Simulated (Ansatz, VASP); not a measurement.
ZnS: VASP beside Ansatz

File INCAR:

```
  ALGO = Normal
  EDIFF = 1E-6
  ENCUT = 520
  GGA = PS
  ISIF = 2
  ISMEAR = 0
  LASPH = True
  LCHARG = False
  LREAL = False
  LWAVE = False
  NBANDS = 26
  NELM = 80
  PREC = Accurate
  SIGMA = 0.01
```

File KPOINTS:

```
k-points
0
Gamma
  9 9 6
```

File POSCAR:

```
ZnS
1.0
    3.7822376623      0.0000000000      0.0000000000
   -1.8911188312      3.2755138987      0.0000000000
    0.0000000000      0.0000000000      6.2081819577
Zn S
2 2
Direct
    0.3333333333      0.6666666667     -0.0184436458
    0.6666666667      0.3333333333      0.4815563542
    0.3333333333      0.6666666667      0.3934436458
    0.6666666667      0.3333333333      0.8934436458
```

Input for Ansatz:

```yaml
crystal:
  lattice:
    - [3.7822376623, 0.0, 0.0]
    - [-1.8911188312, 3.2755138987, 0.0]
    - [0.0, 0.0, 6.2081819577]
  atoms:
    - { symbol: Zn, position: [0.3333333333, 0.6666666667, -0.0184436458] }
    - { symbol: Zn, position: [0.6666666667, 0.3333333333, 0.4815563542] }
    - { symbol: S, position: [0.3333333333, 0.6666666667, 0.3934436458] }
    - { symbol: S, position: [0.6666666667, 0.3333333333, 0.8934436458] }
basis:
  ecutwfc: 420
  xc_grid: 2
kpoints:
  mp_grid: { grid: [9, 9, 6] }
hamiltonian:
  xc: pbesol
  pseudopotentials: { kind: paw, azcp: { folder: soft_1 } }
scf:
  occupations: { method: fixed }
output:
  forces: true
  stress: true
  eigenvalues: true
  polarization: {}
```

Change from the starting cell: polar distortion scaled by 0.70.

Alike in both runs: task single point; functional PBEsol; k mesh 9 × 9 × 6; no spin polarisation.

```csv
,VASP,Ansatz
version,VASP 6.6.1,Ansatz 0.2.0
potentials or method,"VASP PAW PBE potentials, release 64 (Zn, S)","scalar-relativistic, plane waves, PAW"
plane-wave cutoff (eV),520,420
occupations,"gaussian, width 0.01 eV",fixed
valence electrons in the cell,36,36
```

```csv
,VASP,Ansatz,Ansatz less VASP
gap on the k mesh at the Fermi level (eV),2.26,2.25,-0.013
least direct gap on the mesh (eV),2.26,2.25,-0.013
pressure (GPa),1.9,1.6,-0.22
largest component of the traceless stress (GPa),4.42,4.36,-0.060
rms of the force components (eV/Å),0.462,0.458,-0.0043
```

Atom by atom the forces differ by 0.004 eV/Å (rms over components). Ansatz warned: «pseudo_functional_mismatch».

Caveats: the PAW data sets were made with another functional, which shifts forces and pressure a little (VASP); an odd mesh through Γ misses points on the zone boundary, where band edges often lie.
